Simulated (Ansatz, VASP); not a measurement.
**Two plane-wave programs on V**

```
CELL_PARAMETERS angstrom
2.47025 0.00000 0.00000
0.00000 2.47025 0.00000
0.00000 0.00000 2.47025
ATOMIC_POSITIONS crystal
V 0.00000 0.00000 0.00000
```

The cell was built by a generator and needn't be a form met in nature.

Alike in both runs: functional RPBE; k mesh 13 × 13 × 13; occupations fermi-dirac, width 0.1 eV; no spin polarisation.

Ansatz relaxed the structure, and its values are those at the end. VASP's run is a single point on that final structure, the one shown.

```csv
,VASP,Ansatz
version,VASP 6.6.1,Ansatz 0.2.0
potentials or method,"VASP PAW PBE potentials, release 64 (V_sv)","plane waves (420 eV) with PAW, scalar-relativistic"
plane-wave cutoff (eV),520,420
valence electrons in the cell,13,13
```

VASP gave:

| Property | Result |
| --- | --- |
| pressure (GPa) | 0.3 |

Task: What did Ansatz give for the same quantities?

Result: Pressure (GPa): 0.0.

The functional is the same, so the differences come from potentials, cutoffs and numerics.

Caveats: the PAW data sets were made with another functional, which shifts forces and pressure a little (VASP).
